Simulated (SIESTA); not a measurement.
Sr:

```xyz
1
Lattice="0.0000 3.0423 3.0423 3.0423 0.0000 3.0423 3.0423 3.0423 0.0000" Properties=species:S:1:pos:R:3 pbc="T T T"
Sr    0.0000    0.0000    0.0000
```

```yaml
Program: SIESTA 5.4.2
Task: single point
Functional: PBE
Potentials_or_basis: PseudoDojo 0.4 standard (PBE files)
Basis: DZP (energy shift 0.003 Ry; two zetas on semicore shells; d shell added on Sr)
Grid_cutoff: 500 Ry
Energy_shift: 0.003 Ry
k_mesh: 8 × 8 × 8
Occupations: fermi-dirac, width 0.05 eV
Spin: no spin polarisation
```

On this cell: pressure -0.4 GPa; band gap on the k mesh none (metal or under the smearing width).

The same run follows on a disturbed copy (cell strained at random at fixed volume):

```
Sr
1.0
     0.06610    3.01958    2.96526
     3.13463    0.00753    3.02383
     3.12896    3.07248    0.01320
Sr
1
Direct
  0.99000 0.99567 0.01497
```

**Question.** What does the disturbed cell give?

**Answer.** The energy (extrapolated to zero smearing) moves by +3.5 meV/atom; pressure -0.3 GPa; band gap on the k mesh none (metal or under the smearing width).

Stress tensor (GPa, compression positive):
```
-0.47 -0.24 -0.29
-0.24 -0.32  0.20
-0.29  0.20 -0.23
```

Caveats: the basis of atomic orbitals isn't converged, which shifts pressures, moduli and gaps.
